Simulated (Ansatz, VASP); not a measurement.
**ZrC in VASP and in Ansatz**

```
Zr C
1.0
     0.00000    2.35021    2.35021
     2.35021    0.00000    2.35021
     2.35021    2.35021    0.00000
Zr C
1 1
Direct
  0.50000 0.50000 0.50000
  0.00000 0.00000 0.00000
```

Alike in both runs: task single point; functional PBE; k mesh 15 × 15 × 15; occupations fermi-dirac, width 0.05 eV; no spin polarisation.

|  | VASP | Ansatz |
| --- | --- | --- |
| version | VASP 6.6.1 | Ansatz 0.2.0 |
| potentials or method | VASP PAW PBE potentials, release 64 (Zr_sv, C), cutoff 520 eV | all-electron LAPW, scalar-relativistic |

VASP gave:

```
pressure (GPa) : 1.4
```

Q: What did Ansatz give for the same quantities?

A: Pressure (GPa): 1.2.

Ansatz ran all-electron here, so the differences hold the error of VASP's frozen core and of both bases.
